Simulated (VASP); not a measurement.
# Mo (Im-3m) in VASP: notebook

One crystal, Mo, is run at these levels: PBE, PBEsol; tasks: single point.

All numbers are computed with VASP 6.6.1; they aren't measurements. Logs are shortened: lines on timing, memory, paths and dates and some standing lists are left out, and cuts for length are marked.

## 1. The structure

It takes space group Im-3m (No. 229, cubic). Conventional cell: a = 3.168 Å, b = 3.168 Å, c = 3.168 Å, α = 90.00°, β = 90.00°, γ = 90.00°. Mo (site symmetry m-3m) is surrounded by 8 Mo at 2.74 Å.

## 2. Single point, PBE

Input file INCAR:

```
SYSTEM = Mo
PREC = Accurate
ENCUT = 520
EDIFF = 1E-7
ISMEAR = -1
SIGMA = 0.05
LREAL = .FALSE.
LASPH = .TRUE.
NELM = 60
ALGO = Normal
ISIF = 2
LWAVE = .FALSE.
LCHARG = .FALSE.
GGA = PE
NBANDS = 13
```

Input file KPOINTS:

```
Automatic mesh
0
G
  12 12 12
  0 0 0
```

Input file POSCAR:

```
Mo
1.0
   -1.5838089719      1.5838089719      1.5838089719
    1.5838089719     -1.5838089719      1.5838089719
    1.5838089719      1.5838089719     -1.5838089719
Mo
1
Direct
    0.0000000000      0.0000000000      0.0000000000
```

Potentials or basis: VASP PAW PBE potentials, release 64 (Mo_sv).

The run is started by

```sh
$ cat potpaw_PBE.64/Mo_sv/POTCAR > POTCAR
$ mpirun -np 1 vasp_std > vasp.out
```

OUTCAR:

```text
SYSTEM = Mo
   PREC = Accurate
   ENCUT = 520
   EDIFF = 1E-7
   ISMEAR = -1
   LREAL = .FALSE.
   LASPH = .TRUE.
   NELM = 60
   ISIF = 2
   GGA = PE

 ion  position               nearest neighbor table
   1  0.000  0.000  0.000-

  LATTYP: Found a body centered cubic cell.
 ALAT       =     3.1676179438

  Lattice vectors:

 A1 = (  -1.5838089719,   1.5838089719,   1.5838089719)
 A2 = (   1.5838089719,  -1.5838089719,   1.5838089719)
 A3 = (   1.5838089719,   1.5838089719,  -1.5838089719)

Analysis of symmetry for initial positions (statically):
=====================================================================
 Subroutine PRICEL returns:
 Original cell was already a primitive cell.

 Routine SETGRP: Setting up the symmetry group for a
 body centered cubic supercell.

 Subroutine GETGRP returns: Found 48 space group operations
 (whereof 48 operations were pure point group operations)
 out of a pool of 48 trial point group operations.

The static configuration has the point symmetry O_h .

Analysis of symmetry for dynamics (positions and initial velocities):
=====================================================================
 Subroutine PRICEL returns:
 Original cell was already a primitive cell.

 Routine SETGRP: Setting up the symmetry group for a
 body centered cubic supercell.

 Subroutine GETGRP returns: Found 48 space group operations
 (whereof 48 operations were pure point group operations)
 out of a pool of 48 trial point group operations.

The dynamic configuration has the point symmetry O_h .

 Subroutine INISYM returns: Found 48 space group operations
 (whereof 48 operations are pure point group operations),
 and found     1 'primitive' translations

----------------------------------------------------------------------------------------

                                     Primitive cell

  volume of cell :      15.8916

  direct lattice vectors                    reciprocal lattice vectors
    -1.583808972  1.583808972  1.583808972     0.000000000  0.315694638  0.315694638
     1.583808972 -1.583808972  1.583808972     0.315694638  0.000000000  0.315694638
     1.583808972  1.583808972 -1.583808972     0.315694638  0.315694638  0.000000000

  length of vectors
     2.743237609  2.743237609  2.743237609     0.446459639  0.446459639  0.446459639

  position of ions in fractional coordinates (direct lattice)
[... 109 lines left out ...]
   ISIF   =      2    stress and relaxation
   ISYM   =      2    0-nonsym 1-usesym 2-fastsym
   POTIM  = 0.5000    time-step for ionic-motion
   TEBEG  =    0.0;   TEEND  =   0.0 temperature during run
   PSTRESS=    0.0 pullay stress
   NELECT =      14.0000    total number of electrons
   NUPDOWN=      -1.0000    fix difference up-down
   EMIN   =  10.00;   EMAX   =-10.00  energy-range for DOS
   EFERMI =   0.00;   METHOD = LEGACY
   ISMEAR =    -1;   SIGMA  =   0.05  broadening in eV -4-tet -1-fermi 0-gaus
   EFERMI_NEDOS =   21; number of points for ismear=-14 and -15
   IALGO  =     38    algorithm
   IMIX   =      4    mixing-type and parameters
     AMIX     =   0.40;   BMIX     =  1.00
     AMIX_MAG =   1.60;   BMIX_MAG =  1.00
  volume/ion in A,a.u.               =      15.89       107.24
  Fermi-wavevector in a.u.,A,eV,Ry     =   1.569380  2.965698 33.510508  2.462953
  Thomas-Fermi vector in A             =   2.671271
   LORBIT       =      0    0 simple, 1 ext, 2 COOP (PROOUT), +10 PAW based schemes
   GGA     = PE    functional components
   LHFCALC =     F    Hartree Fock is set to
   AEXX    =    0.0000 exact exchange contribution
   IVDW    =     0    specifies the selected vdW correction
   LEPSILON=     F    determine dielectric tensor
   LRPA    =     F    only Hartree local field effects (RPA)
 non-spin polarized calculation
  energy-cutoff  :      520.00
  volume of cell :       15.89
 maximum number of plane-waves:       442
   NGX = 11   NGY = 11   NGZ = 11

 number of electron      14.0000005 magnetization

 Free energy of the ion-electron system (eV)
  ---------------------------------------------------
  ext. energy  EPLUGINS =         0.00000000
  ---------------------------------------------------
  free energy    TOTEN  =       -10.95121479 eV

  energy without entropy =      -10.94865280  energy(sigma->0) =      -10.94993380

 E-fermi :  12.2857     XC(G=0): -13.2973

 val. band max:       12.2754298163   @ k =   0.5000   0.5000   0.0833
 cond. band min:      12.3344640622   @ k =  -0.3333   0.3333   0.2500
 fundamental gap:      0.0590342459
 Fermi energy:        12.2857316106

 k-point     1 :       0.0000    0.0000    0.0000
  band No.  band energies     occupation
      1     -48.9480      2.00000
      2     -22.2513      2.00000
      3     -22.2513      2.00000
      4     -22.2513      2.00000
      5       5.1490      2.00000
      6      10.9987      2.00000
      7      10.9987      2.00000
      8      10.9987      2.00000
      9      13.9629      0.00000
     10      13.9629      0.00000
     11      27.1362      0.00000
     12      27.1362      0.00000
     13      27.1362      0.00000
[... 610 lines left out ...]
  band No.  band energies     occupation
      1     -48.6788      2.00000
      2     -23.4827      2.00000
      3     -22.7780      2.00000
      4     -22.3958      2.00000
      5       7.7480      2.00000
      6       9.6133      2.00000
      7      11.2463      2.00000
      8      13.2239      0.00000
      9      15.8860      0.00000
     10      17.9605      0.00000
     11      23.5989      0.00000
     12      26.0117      0.00000
     13      28.7414      0.00000

 [... further k-points ...]

------------------------ aborting loop because EDIFF is reached ----------------------------------------

  FORCE on cell =-STRESS in cart. coord.  units (eV):
  Direction    XX          YY          ZZ          XY          YZ          ZX
  --------------------------------------------------------------------------------------
  -------------------------------------------------------------------------------------
  Total       -0.1343725     -0.1343725     -0.1343725      0.0000000      0.0000000      0.0000000
  in kB      -13.5472964    -13.5472964    -13.5472964      0.0000000      0.0000000      0.0000000
  external PRESSURE =     -13.5472964 kB  Pullay stress =       0.0000000 kB

 VOLUME and BASIS-vectors are now :
 -----------------------------------------------------------------------------
  energy-cutoff  :      520.00
  volume of cell :       15.89
      direct lattice vectors                 reciprocal lattice vectors
    -1.583808972  1.583808972  1.583808972     0.000000000  0.315694638  0.315694638
     1.583808972 -1.583808972  1.583808972     0.315694638  0.000000000  0.315694638
     1.583808972  1.583808972 -1.583808972     0.315694638  0.315694638  0.000000000

 POSITION                                       TOTAL-FORCE (eV/Angst)
 -----------------------------------------------------------------------------------
      0.00000      0.00000      0.00000        -0.000000      0.000000     -0.000000
 -----------------------------------------------------------------------------------
    total drift:                                0.000000     -0.000000      0.000000

  FREE ENERGIE OF THE ION-ELECTRON SYSTEM (eV)
  ---------------------------------------------------
  free  energy   TOTEN  =       -10.9512147945 eV

  energy  without entropy=      -10.9486527986  energy(sigma->0) =      -10.94993380
```

OSZICAR:

```text
N       E                     dE             d eps       ncg     rms          rms(c)
DAV:   1     0.916908106784E+02    0.91691E+02   -0.81471E+03  1912   0.110E+03
DAV:   2    -0.104166670840E+02   -0.10211E+03   -0.98159E+02  2152   0.307E+02
DAV:   3    -0.116100365716E+02   -0.11934E+01   -0.11899E+01  2082   0.331E+01
DAV:   4    -0.116127350755E+02   -0.26985E-02   -0.26985E-02  2107   0.194E+00
DAV:   5    -0.116127523752E+02   -0.17300E-04   -0.17300E-04  2107   0.138E-01    0.141E+01
DAV:   6    -0.110349973557E+02    0.57776E+00   -0.72859E-01  1922   0.104E+01    0.378E+00
DAV:   7    -0.109549938332E+02    0.80004E-01   -0.14538E-01  2057   0.444E+00    0.987E-01
DAV:   8    -0.109511289060E+02    0.38649E-02   -0.40505E-03  1957   0.810E-01    0.207E-01
DAV:   9    -0.109512045771E+02   -0.75671E-04   -0.96560E-05  2142   0.119E-01    0.851E-02
DAV:  10    -0.109512148132E+02   -0.10236E-04   -0.12405E-05  1937   0.410E-02    0.753E-03
DAV:  11    -0.109512149917E+02   -0.17852E-06   -0.11971E-07  1714   0.380E-03    0.192E-03
DAV:  12    -0.109512147905E+02    0.20116E-06   -0.12990E-08   986   0.147E-03    0.764E-05
DAV:  13    -0.109512147945E+02   -0.39734E-08   -0.12329E-09   971   0.440E-04
   1 F= -.10951215E+02 E0= -.10949934E+02  d E =-.256200E-02
```

stdout:

```text
POSCAR found type information on POSCAR Mo
 POSCAR found :  1 types and       1 ions
 scaLAPACK will be used
 LDA part: xc-table for (Slater+PW92), standard interpolation
 POSCAR, INCAR and KPOINTS ok, starting setup
 FFT: planning ... GRIDC
 FFT: planning ... GRID_SOFT
 FFT: planning ... GRID
 WAVECAR not read
 entering main loop
```

It took 6 s on 1 thread of Intel Xeon Platinum 8559C (Emerald Rapids), shared host; peak memory 0.12 GiB.

Results:

* Free energy: -10.9512 eV
* Pressure: -1.4 GPa
* Band gap on the k mesh: none (metal or under the smearing width)

## 3. Single point, PBE (cell strained at random at fixed volume)

Input file INCAR:

```
ALGO     = Normal         # electronic algorithm
EDIFF    = 1E-7           # SCF threshold, eV
ENCUT    = 520            # plane-wave cutoff, eV
GGA      = PE             # functional
ISIF     = 2              # what is computed and relaxed
ISMEAR   = -1             # smearing method
LASPH    = True           # aspherical terms in the spheres
LCHARG   = False          # write CHGCAR
LREAL    = False          # projectors in reciprocal space
LWAVE    = False          # write WAVECAR
NBANDS   = 13             # bands
NELM     = 100            # most SCF steps
PREC     = Accurate       # precision mode
SIGMA    = 0.05           # smearing width, eV
```

Input file KPOINTS:

```
k-points
0
Gamma
  12 12 12
```

Input file POSCAR:

```
Mo
1.0
   -1.5943890000      1.5912960000      1.5845360000
    1.6123860000     -1.5430600000      1.5542960000
    1.6065880000      1.5552580000     -1.5362990000
Mo
1
Direct
   -0.0048930000     -0.0285050000     -0.0279780000
```

Potentials or basis: VASP PAW PBE potentials, release 64 (Mo_sv).

The run is started by

```sh
$ cat potpaw_PBE.64/Mo_sv/POTCAR > POTCAR
$ mpirun -np 1 vasp_std > vasp.out
```

Wall time 62 s (1 thread of Intel Xeon Platinum 8559C (Emerald Rapids), shared host); peak memory 0.26 GiB.

It converged, with:

```
Free energy            : -10.9388 eV
Pressure               : -1.1 GPa
Band gap on the k mesh : none (metal or under the smearing width)
```

Stress tensor (GPa, compression positive):
```
-6.36 -0.84 -1.27
-0.84  1.07 -3.21
-1.27 -3.21  1.96
```

Levels at points of the mesh, in eV from the Fermi level:
```tsv
k point	band 3	band 4	band 5	band 6	band 7	band 8	band 9	band 10	band 11	band 12
(0.00, 0.00, 0.00)	-34.54	-34.50	-7.14	-1.62	-1.25	-1.03	1.50	1.87	14.54	14.73
(0.50, 0.00, 0.00)	-34.94	-34.54	-5.19	-3.55	1.48	2.07	2.61	4.54	11.23	12.15
(0.00, 0.50, 0.00)	-34.94	-34.53	-5.17	-3.24	1.46	1.60	2.38	4.57	11.25	12.07
(0.50, 0.50, 0.00)	-34.97	-34.55	-5.18	-3.16	1.49	1.59	2.24	4.68	11.43	11.93
(0.00, 0.00, 0.50)	-34.94	-34.54	-5.17	-3.19	1.47	1.55	2.32	4.58	11.27	12.05
(0.50, 0.00, 0.50)	-34.98	-34.55	-5.19	-3.18	1.49	1.64	2.24	4.70	11.50	11.89
(0.00, 0.50, 0.50)	-35.05	-34.59	-5.23	-3.40	1.78	1.99	2.22	4.87	11.67	11.95
(0.50, 0.50, 0.50)	-35.50	-35.37	-5.31	-5.24	3.62	3.92	4.23	8.55	9.01	9.39
```

## 4. Single point, PBEsol

Input file INCAR:

```
PREC = Accurate
ENCUT = 520
EDIFF = 1E-7
ISMEAR = -1
SIGMA = 0.05
LREAL = False
LASPH = True
NELM = 80
ALGO = Normal
ISIF = 2
LWAVE = False
LCHARG = False
GGA = PS
NBANDS = 13
```

Input file KPOINTS:

```
Automatic mesh
0
Gamma
  12 12 12
```

Input file POSCAR:

```
Mo
1.0
   -1.5838089719      1.5838089719      1.5838089719
    1.5838089719     -1.5838089719      1.5838089719
    1.5838089719      1.5838089719     -1.5838089719
Mo
1
Direct
    0.0000000000      0.0000000000      0.0000000000
```

The run is started by

```sh
$ cat potpaw_PBE.64/Mo_sv/POTCAR > POTCAR
$ mpirun -np 1 vasp_std > vasp.out
```

It took 7.8 s on 1 thread of AMD EPYC 7R13 (Zen 3), shared host; peak memory 0.1 GiB.

The run converged. Its results:

```
Free energy            : -11.7789 eV
Pressure               : -9.1 GPa
Band gap on the k mesh : none (metal or under the smearing width)
```

Levels at points of the mesh, in eV from the Fermi level:
```csv
k point,band 3,band 4,band 5,band 6,band 7,band 8,band 9,band 10,band 11,band 12
"(0.00, 0.00, 0.00)",-34.46,-34.46,-7.18,-1.28,-1.28,-1.28,1.67,1.67,14.84,14.84
"(0.50, 0.00, 0.00)",-34.89,-34.47,-5.20,-3.28,1.60,1.70,2.31,4.72,11.43,11.95
"(0.50, 0.50, 0.50)",-35.39,-35.39,-5.29,-5.29,3.97,3.97,3.97,8.95,8.95,8.95
```

Caveat: the PAW data sets were made with another functional, which shifts forces and pressure a little.

## 5. Single point, PBEsol (cell strained at random at fixed volume)

INCAR is that of step 4.

KPOINTS is that of step 4.

Input file POSCAR:

```
Mo
1.0
   -1.5943890000      1.5912960000      1.5845360000
    1.6123860000     -1.5430600000      1.5542960000
    1.6065880000      1.5552580000     -1.5362990000
Mo
1
Direct
   -0.0048930000     -0.0285050000     -0.0279780000
```

Potentials or basis: VASP PAW PBE potentials, release 64 (Mo_sv).

The run is started by

```sh
$ cat potpaw_PBE.64/Mo_sv/POTCAR > POTCAR
$ mpirun -np 1 vasp_std > vasp.out
```

OUTCAR:

```text
PREC = Accurate
   ENCUT = 520
   EDIFF = 1E-7
   ISMEAR = -1
   LREAL = False
   LASPH = True
   NELM = 80
   ISIF = 2
   GGA = PS

 ion  position               nearest neighbor table
   1  0.995  0.971  0.972-

  LATTYP: Found a triclinic cell.
 ALAT       =     2.7129627837
 B/A-ratio  =     1.6130813238
 C/A-ratio  =     1.0280313660
 COS(alpha) =     0.0004862213
 COS(beta)  =     0.3491603603
 COS(gamma) =     0.8050038492

  Lattice vectors:

 A1 = (   1.6065880000,   1.5552580000,  -1.5362990000)
 A2 = (  -0.0057980000,   3.0983180000,  -3.0905950000)
 A3 = (   1.6245850000,   1.6034940000,   1.6025330000)

Analysis of symmetry for initial positions (statically):
=====================================================================
 Subroutine PRICEL returns:
 Original cell was already a primitive cell.

 Routine SETGRP: Setting up the symmetry group for a
 triclinic supercell.

 Subroutine GETGRP returns: Found  2 space group operations
[... 170 lines left out ...]
 Fermi energy:        12.1574720066

 k-point     1 :       0.0000    0.0000    0.0000
  band No.  band energies     occupation
      1     -48.9889      2.00000
      2     -22.3563      2.00000
      3     -22.3082      2.00000
      4     -22.2688      2.00000
      5       4.9729      2.00000
      6      10.5399      2.00000
      7      10.9184      2.00000
      8      11.1340      2.00000
      9      13.6526      0.00000
     10      14.0163      0.00000
     11      26.6801      0.00000
     12      26.8679      0.00000
     13      27.4438      0.00000
[... 354 lines left out ...]
  band No.  band energies     occupation
      1     -48.7559      2.00000
      2     -23.4392      2.00000
      3     -22.8165      2.00000
      4     -22.4040      2.00000
      5       7.7572      2.00000
      6       9.0309      2.00000
      7      11.2131      2.00000
      8      13.8113      0.00000
      9      14.9847      0.00000
     10      17.7888      0.00000
     11      23.6830      0.00000
     12      25.5150      0.00000
     13      28.6121      0.00000

 [... further k-points ...]

------------------------ aborting loop because EDIFF is reached ----------------------------------------

  FORCE on cell =-STRESS in cart. coord.  units (eV):
  Direction    XX          YY          ZZ          XY          YZ          ZX
  --------------------------------------------------------------------------------------
  -------------------------------------------------------------------------------------
  Total       -1.4037496     -0.6659306     -0.5769762     -0.0797327     -0.3060829     -0.1207849
  in kB     -141.5245651    -67.1384305    -58.1701334     -8.0385654    -30.8589631    -12.1774047
  external PRESSURE =     -88.9443763 kB  Pullay stress =       0.0000000 kB

 VOLUME and BASIS-vectors are now :
 -----------------------------------------------------------------------------
  energy-cutoff  :      520.00
  volume of cell :       15.89
      direct lattice vectors                 reciprocal lattice vectors
    -1.594389000  1.591296000  1.584536000    -0.002940527  0.313008856  0.313796541
     1.612386000 -1.543060000  1.554296000     0.308909115 -0.006055912  0.316911729
     1.606588000  1.555258000 -1.536299000     0.309494982  0.316709912 -0.006641579

 POSITION                                       TOTAL-FORCE (eV/Angst)
 -----------------------------------------------------------------------------------
      1.54148      1.59618      1.59346         0.000000      0.000000      0.000000
 -----------------------------------------------------------------------------------
    total drift:                               -0.000012     -0.000006     -0.000006

  FREE ENERGIE OF THE ION-ELECTRON SYSTEM (eV)
  ---------------------------------------------------
  free  energy   TOTEN  =       -11.7667050517 eV

  energy  without entropy=      -11.7642219498  energy(sigma->0) =      -11.76546350
```

Wall time 76 s (1 thread of AMD EPYC 7R13 (Zen 3), shared host); peak memory 0.23 GiB.

What came out:

| Property | Result |
| --- | --- |
| Free energy | -11.7667 eV |
| Pressure | -8.9 GPa |
| Band gap on the k mesh | none (metal or under the smearing width) |

Stress tensor (GPa, compression positive):
```
-14.15  -0.80  -1.22
 -0.80  -6.71  -3.09
 -1.22  -3.09  -5.82
```

Caveat: the PAW data sets were made with another functional, which shifts forces and pressure a little.

## 6. The runs side by side

| level | cell | ladder | gap on the mesh (eV) | pressure (GPa) |
| --- | --- | --- | --- | --- |
| PBE | as given | - | none | -1.4 |
| PBE | cell strained at random at fixed volume | - | none | -1.1 |
| PBEsol | as given | free | none | -9.1 |
| PBEsol | cell strained at random at fixed volume | free | none | -8.9 |

Alike in all rows: task single point; potentials or basis VASP PAW PBE potentials, release 64 (Mo_sv); no spin polarisation; k mesh 12 × 12 × 12; cutoff (eV) 520; smearing fermi-dirac 0.05 eV.

Caveats: the PAW data sets were made with another functional, which shifts forces and pressure a little (some runs).

Absolute energies hang on the potentials; compare differences alone.
